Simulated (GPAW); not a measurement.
Band structure of Li3N (P6/mmm, 4 atoms in the cell).

```xyz
4
Lattice="3.5726 0.0000 0.0000 -1.7863 3.0939 0.0000 0.0000 0.0000 3.8149" Properties=species:S:1:pos:R:3 pbc="T T T"
Li     0.0000     0.0000     1.9075
Li     0.0000     2.0626     0.0000
Li     1.7863     1.0313     0.0000
N      0.0000     0.0000     0.0000
```

Level of theory: PBE, GPAW PAW datasets PBE (gpaw-data 1.0.1) (plane waves; GPAW 25.7.0).

Settings: mode = pw; ecut = 900 eV; xc = PBE; kpts = 6 6 5; mesh shift (steps) = 0 0 0; occupations.name = fermi-dirac; occupations.width = 0 eV; nbands = -8; convergence.density = 1e-05 e/electron; convergence.energy = 1e-05 eV/electron; convergence.bands = -6; symmetry.symmorphic = false; symmetry.tolerance = 0.0005; maxiter = 120.

The starting cell comes from a database of computed structures (which also holds hypothetical and non-ambient phases and stackings), without a prior relaxation at this level. Its lattice was rescaled by a random factor within 2.5 % of one.

### Question
Predict the gap along the standard path and the places of the band edges.

### Answer
The gap along the path is 1.12 eV, from A to L; the smallest direct gap on it is 1.37 eV. Another conduction valley lies within 0.1 eV, so the order of the valleys is not sure.

Levels in eV from the top of the valence band on the SCF mesh, bands 1 to 8:
```
point       1      2      3      4     5     6     7      8
-----  ------  -----  -----  -----  ----  ----  ----  -----
Γ      -11.54  -1.64  -0.19  -0.19  1.18  7.55  7.55   8.58
M      -11.42  -2.37  -1.27  -0.79  4.72  4.80  7.19   9.76
K      -11.41  -2.01  -2.01  -0.68  5.40  5.40  7.66   8.49
A      -11.59  -2.81   0.02   0.02  4.14  7.16  8.39   8.39
L      -11.53  -1.42  -0.97  -0.68  1.14  6.13  8.12   8.39
H      -11.53  -1.31  -1.31  -0.35  2.44  2.44  9.70  10.95
```
